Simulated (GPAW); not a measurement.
Pt:

```xyz
1
Lattice="-1.5842 1.5842 1.5842 1.5842 -1.5842 1.5842 1.5842 1.5842 -1.5842" Properties=species:S:1:pos:R:3 pbc="T T T"
Pt    0.0000    0.0000    0.0000
```

This isn't the form of Pt at room conditions, which is fcc.

* Program: GPAW 26.7.0
* Task: relaxation of cell and atoms
* Functional: PBEsol
* Dispersion: D3(BJ)
* Potentials or basis: PAW data sets generated in the run's folder for this functional
* Cutoff: 600 eV
* Basis: pw
* k mesh: 12 × 12 × 12
* Occupations: fermi-dirac, width 0.05 eV
* Spin: no spin polarisation

At the start: pressure -18.7 GPa; volume 15.90 Å³/atom.

Q: How do energy, volume and symmetry change on relaxing?

A: Over 3 steps the energy falls by 73.8 meV/atom and the volume is 14.75 Å³/atom (-7.3 %); space group Im-3m (No. 229, to 0.05 Å).

The path:
```tsv
step	energy change (eV)	largest force (eV/Å)	pressure (GPa)	volume (Å³)
1	0.0000	0.0000	-18.71	15.90
2	-0.0736	0.0000	1.11	14.69
3	-0.0738	0.0000	-0.14	14.75
```

Final structure:
```yaml
crystal:
  lattice:
    - [-1.54488, 1.54488, 1.54488]
    - [1.54488, -1.54488, 1.54488]
    - [1.54488, 1.54488, -1.54488]
  atoms:
    - { symbol: Pt, position: [0.00000, 0.00000, 0.00000] }
```

Caveat: later steps reuse the first step's grids; pairwise dispersion overbinds metals, which lowers pressure and volume.
